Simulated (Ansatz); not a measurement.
# Screening in NaSrI3 (cubic perovskite) (Pm-3m)

How strongly does NaSrI3 (cubic perovskite) (Pm-3m) screen? Routes: perturbation theory, a sum over states and the RPA step of G0W0.

Method: linear response on PBEsol, plane waves, PAW, in Ansatz 0.2.0.

Report form: the programs' logs are mostly left out.

The structure was built from a prototype and need not be the compound's stable phase.

### Step 1. Starting point

The structure is cubic, space group Pm-3m (No. 221). Conventional cell: a = 6.304 Å, b = 6.304 Å, c = 6.304 Å, α = 90.00°, β = 90.00°, γ = 90.00°. Na has 12 I at 4.46 Å nearest. Nearest to Sr lie 6 I at 3.15 Å. I has 2 Sr at 3.15 Å nearest. It derives from I3Na1Sr1. Farther neighbours and most contacts between anions are not listed.

The structure was relaxed with PBEsol. The structure type comes from a generator and need not be one that this composition takes. The runs that relaxed it are not among those shown. Spin-orbit coupling is left out unless a step names it. The default PAW set here is soft_2. Its files were made with PBE.

### Step 2. Response to a homogeneous field

ε∞ sets how strongly the crystal screens. Perturbation theory gives it with local fields and without a sum over empty bands.

This step: dielectric response by perturbation theory, PBEsol, plane waves, PAW.

input.yaml reads:

```yaml
crystal:
  lattice:
    - [6.3036929043, 0.0, 0.0]
    - [0.0, 6.3036929043, 0.0]
    - [0.0, 0.0, 6.3036929043]
  atoms:
    - { symbol: Na, position: [0.0, 0.0, 0.0] }
    - { symbol: Sr, position: [0.5, 0.5, 0.5] }
    - { symbol: I, position: [0.5, 0.5, 0.0] }
    - { symbol: I, position: [0.5, 0.0, 0.5] }
    - { symbol: I, position: [0.0, 0.5, 0.5] }
kpoints:
  mp_grid: { grid: [4, 4, 4] }
hamiltonian:
  xc: pbesol
scf:
  occupations: { method: fixed }
dielectric: {}
```

Started as:

```
> ansatz run input.yaml --threads 4 --pin off --max-ram 17510MiB --backend cpu --events-out ev --progress --plain --runs-dir out
```

Elapsed: 39 s, on 4 threads of Arm Neoverse V1, shared host; peak memory 1.2 GiB; 2.4 min of CPU time.

Numbers from this step:

| Item | Value |
| --- | --- |
| stated error of ε∞ | 0.01 |

One over ε∞ averages 0.32, somewhat over the quarter of exact exchange in PBE0.

High-frequency dielectric tensor:

```
3.17 0.00 0.00
0.00 3.17 0.00
0.00 0.00 3.17
```

Born effective charge (e), principal values of the symmetric part by kind of site:

```csv
atom,atoms with these values,low,middle,high,mean
Na1,1,1.43,1.43,1.43,1.43
Sr2,1,2.48,2.48,2.48,2.48
I3,3,-2.13,-0.89,-0.89,-1.30
```

In full for Sr2:

```
2.48 0.00 0.00
0.00 2.48 0.00
0.00 0.00 2.48
```

### Step 3. Independent-particle spectrum

The independent-particle spectrum shows where the oscillator strength lies, before excitons and local fields.

This step: independent-particle optics on PBEsol, plane waves, PAW.

input.yaml, as its differences from that of step 2:

```diff
@@ -17,2 +17,4 @@
   occupations: { method: fixed }
-dielectric: {}
+  n_extra_bands: 171
+output:
+  optics: { e_range: [0, 25], de: 0.1, sigma: 0.2 }
```

Run time: 54 s. Hardware: 4 threads; peak memory 1.6 GiB.

This step gave:

```yaml
eps_infinity_without_local_fields_xx_yy_zz: 3.601, 3.601, 3.601
electrons_in_the_f_sum_xx_yy_zz: 62.65, 62.65, 62.65
bands_in_the_explicit_sum_the_static_value_is_completed_to_all_bands: 206
```

The sum gives ε∞ = 3.60 without local fields.

The ε₂, xx=yy=zz has structure finer than the step of the table below, so its rows give means over 1 eV, whole bins alone (the curve runs from 0 to 25 eV). Peaks (eV: height): 4.9: 5.64, 6.9: 5.11.

Independent particles, no local fields, Gaussian width 0.2 eV. ε₂, xx=yy=zz against photon energy; means over each step:

```csv
photon energy (eV),"ε₂, xx=yy=zz"
1,0
2,0.00107
3,0.456
4,1.05
5,5.05
6,4.16
7,4.38
8,2.92
9,1.92
10,1.87
11,1.36
12,1.07
13,0.613
14,0.518
15,0.491
16,0.424
17,0.266
18,0.167
19,0.147
20,0.329
21,0.631
22,0.565
23,0.222
24,0.197
```

The loss function, xx=yy=zz has structure finer than the step of the table below, so its rows give means over 1 eV, whole bins alone (the curve runs from 0 to 25 eV). Peaks (eV: height): 13.3: 1.77, 22.3: 1.54.

Independent particles, no local fields, Gaussian width 0.2 eV. Loss function, xx=yy=zz against photon energy; means over each step:

```csv
photon energy (eV),"loss function, xx=yy=zz"
2,5.8e-5
3,0.0193
4,0.0324
5,0.101
6,0.190
7,0.215
8,0.342
9,0.526
10,0.524
11,0.734
12,0.936
13,1.59
14,1.38
15,1.28
16,1.22
17,0.945
18,0.413
19,0.239
20,0.269
21,0.552
22,1.13
23,0.682
24,0.452
```

### Step 4. RPA screening from the G0W0 run

G0W0 replaces the xc potential by the self-energy, built once from these orbitals. Only a window of levels is corrected, while the sums run over the empty bands that the input names.

This step: G0W0 on PBEsol, plane waves, PAW.

input.yaml, the sections that differ from step 3:

```yaml
kpoints:
  mp_grid: { grid: [2, 2, 2] }
scf:
  occupations: { method: fixed }
gw:
  n_empty_bands: 747
  ecut_chi: 120.0
  qp_bands: [v2, c2]
  qp_kpoints: band_edges
  screening: { model: contour_deformation }
# crystal, hamiltonian: as in step 3
# output: removed
```

Wall time 2 min (4 threads); peak memory 4.4 GiB.

Numbers from this step:

| Item | Value |
| --- | --- |
| bands summed | 782 |
| RPA ε∞ on this mesh (eigenvalues) | 3.255, 3.255, 3.255 |
| plane waves in the screening matrix | 739 |
| G0W0 gap on the mesh | 4.169 eV |
| k of the valence top | -0.5, -0.5, -0.5 |
| k of the conduction bottom | 0, 0, 0 |
| starting gap on the mesh | 2.423 eV |
| least direct G0W0 gap on the computed points | 4.468 eV |

The gap on the mesh goes from 2.42 eV to 4.17 eV, a correction of +1.75 eV. Between the two edge states, bare exchange in place of the xc potential would open the gap by 6.15 eV, and correlation takes back 4.41 eV.

Mean over the mesh in bins of 0.25 1/Å. Static inverse dielectric function, diagonal against length of q+G:

```csv
length of q+G (Å⁻¹),"static inverse dielectric function, diagonal"
0.50,0.422
0.77,0.480
1.09,0.566
1.22,0.603
1.51,0.681
1.79,0.743
2.07,0.795
2.26,0.820
2.53,0.851
2.75,0.872
2.99,0.892
3.25,0.910
3.50,0.925
3.72,0.937
4.00,0.948
4.26,0.958
4.54,0.966
4.75,0.971
5.00,0.977
5.25,0.981
5.50,0.985
```

### Step 5. The values together

Times are wall times on 4 threads of Arm Neoverse V1, shared host, good to a factor of about two.

```csv
method,mesh,"ε∞, low",middle,high,mean,time
perturbation theory (local fields and xc kernel),4×4×4 (response on 64 points),3.17,3.17,3.17,3.17,39 s
sum over states (no local fields),4×4×4,3.60,3.60,3.60,3.60,54 s
"RPA with local fields, on the GW mesh",2×2×2,3.25,3.25,3.25,3.25,2 min
```

### Step 6. Results

```yaml
perturbation_theory_local_fields_and_xc_kernel: 3.17, 3.17, 3.17
sum_over_states_no_local_fields: 3.60, 3.60, 3.60
rpa_with_local_fields_on_the_gw_mesh: 3.25, 3.25, 3.25
```

Mean Born effective charge: Na1 1.43, Sr2 2.48, I3 -1.30 e. Distinct peaks of the ε₂, xx=yy=zz stand at 4.9 and 6.9 eV; the one at 4.9 eV is strongest. The most distinct maxima of the loss function, xx=yy=zz lie at 13.3 and 22.3 eV, the highest at 13.3 eV. The sum without local fields gives 3.60 in the mean against 3.17 by perturbation theory; local fields lower ε∞ and the xc kernel gives part of it back, though the sum also carries the error of its own mesh. The RPA values on the 2×2×2 mesh average 1.03 times those of perturbation theory (means 3.25 and 3.17). Without the xc kernel RPA should lie a little lower; it lies higher here. Perturbation theory sums its response on a denser mesh of its own, so the coarser sum of the GW run is the likely cause. PBEsol usually puts the gap too low, which tends to raise ε∞. Ions are clamped, so the lattice part of the static constant is not in these numbers.

[Paths, hosts, dates, memory and timing lines, banners, echoed tables and standing remarks are left out of the program output.]

[Logs are printed without paths, hosts, clocks, repeated set-up lines and the standing remarks that a program may print on its own settings, such as how far it seeks lower states.]

[Runs of the session that timed out or met a known fault of the program may be left out.]

[Cells called generated may have been cut or substituted from an entry of the Crystallography Open Database or the Materials Project.]

[Hosts, paths, dates, database ids (printed as entryN), source tags and the programs' standing remarks are cut or masked in the printed files.]
